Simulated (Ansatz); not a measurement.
**LiF with an F vacancy: field gradients at two levels of theory**

Cell: a supercell of LiF (rock salt type, Fm-3m) built from an entry of the Crystallography Open Database (COD), with the ions relaxed around the defect (PBE).

Space group Fm-3m (No. 225); a = 12.0840 Å.

| site | Wyckoff | site symmetry | x | y | z |
| --- | --- | --- | --- | --- | --- |
| Li1 | 32f | .3m | 0.3331 | 0.8331 | 0.8331 |
| Li2 | 24e | 4m.m | 0.5000 | 0.0000 | 0.8168 |
| Li6 | 48h | m.m2 | 0.8335 | 0.1665 | 0.0000 |
| Li27 | 4a | m-3m | 0.0000 | 0.5000 | 0.5000 |
| F28 | 48i | m.m2 | 0.6631 | 0.1631 | 0.0000 |
| F31 | 32f | .3m | 0.8337 | 0.1663 | 0.1663 |
| F41 | 24e | 4m.m | 0.0000 | 0.5000 | 0.3355 |

One atom of each set is listed; the run and its k-mesh use a cell of 53 atoms with edges of 8.54, 8.54, 8.54 Å.

First run. Method: Kohn–Sham DFT in Ansatz, PBE, plane waves and PAW, scalar-relativistic, 420 eV cutoff, Γ-centred 3×3×3 k-points, Fermi–Dirac smearing 0.01 eV, cell charge +1.

| site | V_zz (10²¹ V/m²) | η |
| --- | --- | --- |
| Li2 | 0.13 | 0.00 |
| Li6 | -0.035 | 0.53 |
| F28 | -0.92 | 0.75 |
| F31 | -0.26 | 0.00 |
| F41 | -0.13 | 0.00 |

Second run. The same atoms and settings, except that the functional is r2SCAN and the cutoff is 500 eV.

Q: What does the second run give?

A: 

```tsv
site	V_zz	η	change of V_zz
Li2	0.13	0.00	0.00
Li6	-0.038	0.67	0.00
F28	-0.96	0.80	-0.04
F31	-0.27	0.00	-0.01
F41	-0.17	0.00	-0.04
```

The largest change of V_zz is on F28, from -0.92 to -0.96. In per cent, |V_zz| changes by +4 on F (all sites that start above 0.5). Sites with |V_zz| of 0.02 or less aren't listed.

The defect repeats with the cell of 53 atoms, so it feels its images: sites between two images don't show the values beside a lone defect, and zeros or small values of η there can come from the images' arrangement. A uniform background compensates the cell's charge. With these PAW files V_zz is typically within 2 to 3 % of all-electron values, but misses above 10 % occur on Li.
